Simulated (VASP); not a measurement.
Method: PBE GGA, VASP's PBE PAW potentials (set 64) (plane waves; VASP).

VASP ran on this input.

INCAR:
```
NELM = 100   ! most electronic steps
SIGMA = 0.01   ! width (eV)
LWAVE = F
PREC = Accurate
ALGO = Normal
SYSTEM = AlSb
NEDOS = 1001   ! DOS grid
ENCUT = 400
GGA = PE   ! PBE
CSHIFT = 0.1
LCHARG = F
NBANDS = 24
EDIFF = 1E-7   ! SCF stop (eV)
ISMEAR = 0   ! Gaussian
LREAL = F
LOPTICS = T
LASPH = T   ! aspherical one-centre terms
LMAXMIX = 4
```

POSCAR:
```
AlSb
1
    0.0000000000     3.1158353983     3.1158353983
    3.1158353983     0.0000000000     3.1158353983
    3.1158353983     3.1158353983     0.0000000000
Al Sb
1 1
Direct
  0.0000000000   0.0000000000   0.0000000000
  0.2500000000   0.2500000000   0.2500000000
```

File KPOINTS:
```
Regular mesh
0
G
13 13 13
```

POTCAR, in this order: Al Sb (PBE.64 set). Program: vasp_std.

The run wrote:

### OUTCAR
```
 ion  position               nearest neighbor table
   1  0.000  0.000  0.000-   2 2.70   2 2.70   2 2.70   2 2.70
   2  0.250  0.250  0.250-   1 2.70   1 2.70   1 2.70   1 2.70
  LATTYP: Found a face centered cubic cell.
 ALAT       =     6.2316707966
 Subroutine PRICEL returns:
 Original cell was already a primitive cell.
 Subroutine GETGRP returns: Found 24 space group operations
The static configuration has the point symmetry T_d .
The dynamic configuration has the point symmetry T_d .
 Subroutine INISYM returns: Found 24 space group operations
 Subroutine IBZKPT returns following result:
 Found     84 irreducible k-points:

 Following reciprocal coordinates:
            Coordinates               Weight
  0.000000  0.000000  0.000000      1.000000
  0.076923  0.000000  0.000000      8.000000
  0.153846  0.000000  0.000000      8.000000
  0.230769  0.000000  0.000000      8.000000
  0.307692  0.000000  0.000000      8.000000
  0.384615  0.000000  0.000000      8.000000
  0.461538  0.000000  0.000000      8.000000
  0.076923  0.076923  0.000000      6.000000
  0.153846  0.076923  0.000000     24.000000
  0.230769  0.076923  0.000000     24.000000
  0.307692  0.076923  0.000000     24.000000
  0.384615  0.076923  0.000000     24.000000
  0.461538  0.076923  0.000000     24.000000
 -0.461538  0.076923  0.000000     24.000000
 -0.384615  0.076923  0.000000     24.000000
 -0.307692  0.076923  0.000000     24.000000
 -0.230769  0.076923  0.000000     24.000000
 -0.153846  0.076923  0.000000     24.000000
 -0.076923  0.076923  0.000000     12.000000
  0.153846  0.153846  0.000000      6.000000
  0.230769  0.153846  0.000000     24.000000
  0.307692  0.153846  0.000000     24.000000
  0.384615  0.153846  0.000000     24.000000
  0.461538  0.153846  0.000000     24.000000
...
```

File OSZICAR:
```
       N       E                     dE             d eps       ncg     rms          rms(c)
DAV:   1     0.128687923332E+02    0.12869E+02   -0.19521E+03  4040   0.188E+02
DAV:   2    -0.756534692468E+01   -0.20434E+02   -0.19623E+02  5040   0.493E+01
DAV:   3    -0.828359342362E+01   -0.71825E+00   -0.71516E+00  5240   0.815E+00
DAV:   4    -0.829090460343E+01   -0.73112E-02   -0.73105E-02  4656   0.958E-01
DAV:   5    -0.829103919127E+01   -0.13459E-03   -0.13459E-03  5280   0.127E-01    0.330E+00
DAV:   6    -0.823206520401E+01    0.58974E-01   -0.52971E-02  4944   0.475E-01    0.201E+00
DAV:   7    -0.821419298719E+01    0.17872E-01   -0.54384E-02  5064   0.538E-01    0.372E-01
DAV:   8    -0.821508227222E+01   -0.88929E-03   -0.48655E-03  4592   0.171E-01    0.148E-01
DAV:   9    -0.821544731858E+01   -0.36505E-03   -0.39949E-04  5120   0.564E-02    0.371E-02
DAV:  10    -0.821548085153E+01   -0.33533E-04   -0.24869E-05  4760   0.131E-02    0.254E-02
DAV:  11    -0.821549964311E+01   -0.18792E-04   -0.24878E-05  4744   0.135E-02    0.101E-02
DAV:  12    -0.821549980684E+01   -0.16373E-06   -0.59844E-07  4992   0.231E-03    0.174E-03
DAV:  13    -0.821549995099E+01   -0.14415E-06   -0.82699E-08  4888   0.764E-04    0.144E-03
DAV:  14    -0.821550000231E+01   -0.51323E-07   -0.62282E-09  3808   0.223E-04
   1 F= -.82155000E+01 E0= -.82155000E+01  d E =-.562286E-26
 imaginary and real dielectric function
```

### OUTCAR
```
------------------------ aborting loop because EDIFF is reached ----------------------------------------
  FORCE on cell =-STRESS in cart. coord.  units (eV):
  Direction    XX          YY          ZZ          XY          YZ          ZX
  --------------------------------------------------------------------------------------
  Total        0.0057259      0.0057259      0.0057259      0.0000000     -0.0000000     -0.0000000
  in kB        0.1516355      0.1516355      0.1516355      0.0000000     -0.0000000     -0.0000000
  external PRESSURE =       0.1516355 kB  Pullay stress =       0.0000000 kB
  volume of cell :       60.50
      direct lattice vectors                 reciprocal lattice vectors
     0.000000000  3.115835398  3.115835398    -0.160470608  0.160470608  0.160470608
     3.115835398  0.000000000  3.115835398     0.160470608 -0.160470608  0.160470608
     3.115835398  3.115835398  0.000000000     0.160470608  0.160470608 -0.160470608
 POSITION                                       TOTAL-FORCE (eV/Angst)
 -----------------------------------------------------------------------------------
      0.00000      0.00000      0.00000        -0.000000      0.000000     -0.000000
      1.55792      1.55792      1.55792         0.000000     -0.000000      0.000000
 -----------------------------------------------------------------------------------
    total drift:                               -0.000000     -0.000000     -0.000000
  FREE ENERGIE OF THE ION-ELECTRON SYSTEM (eV)
  ---------------------------------------------------
  free  energy   TOTEN  =        -8.2155000023 eV

  energy  without entropy=       -8.2155000023  energy(sigma->0) =       -8.21550000

 plasma frequency squared (from intraband transitions) (eV^2)
  --------------------------------------------------------------------------------------
       0.000       0.000       0.000
       0.000       0.000       0.000
      -0.000       0.000       0.000

 plasma frequency squared (from interband transitions, int dw w eps(2)(w)) (eV^2)
  --------------------------------------------------------------------------------------
     183.671       0.000       0.000       0.000      -0.000       0.000
       0.000      -0.000     183.671       0.000       0.000       0.000
      -0.000      -0.000       0.000      -0.000     183.671       0.000
```
(Selected blocks of OUTCAR.)

File OUTCAR:
```
 val. band max:        4.3754394307   @ k =   0.0000   0.0000   0.0000

 cond. band min:       5.6074984815   @ k =   0.4615   0.0000   0.0000


 Fermi energy:         4.4452024814

 k-point     1 :       0.0000    0.0000    0.0000
  band No.  band energies     occupation
      1      -6.0974      2.00000
      2       4.3754      2.00000
      3       4.3754      2.00000
      4       4.3754      2.00000
      5       5.6330      0.00000
      6       7.4521      0.00000
      7       7.4521      0.00000
      8       7.4521      0.00000
      9      10.7986      0.00000
     10      12.0107      0.00000
     11      12.0107      0.00000
     12      13.7437      0.00000
     13      13.7437      0.00000
     14      13.7437      0.00000
     15      16.7664      0.00000
     16      23.3897      0.00000
     17      23.3897      0.00000
     18      23.3897      0.00000
     19      24.1979      0.00000
     20      24.1979      0.00000
     21      25.1984      0.00000
     22      25.1984      0.00000
     23      25.1984      0.00000
     24      25.4586      0.00000

 k-point     2 :       0.0769    0.0000    0.0000
  band No.  band energies     occupation
      1      -6.0455      2.00000
      2       3.6404      2.00000
      3       4.3017      2.00000
      4       4.3017      2.00000
      5       6.0946      0.00000
      6       7.5667      0.00000
      7       7.5667      0.00000
      8       7.6152      0.00000
      9      11.0891      0.00000
     10      11.7354      0.00000
     11      11.7354      0.00000
     12      13.5134      0.00000
     13      14.2189      0.00000
     14      14.2189      0.00000
     15      17.1990      0.00000
     16      22.5324      0.00000
     17      22.5324      0.00000
     18      22.8112      0.00000
     19      23.9155      0.00000
     20      23.9155      0.00000
     21      25.2398      0.00000
     22      25.4288      0.00000
     23      25.4288      0.00000
     24      25.7739      0.00000
...
```

Unless said otherwise, spin-orbit coupling is left out, though it shifts the bands of the heavy elements here.

The compound is AlSb in the zinc blende structure. It was relaxed first.
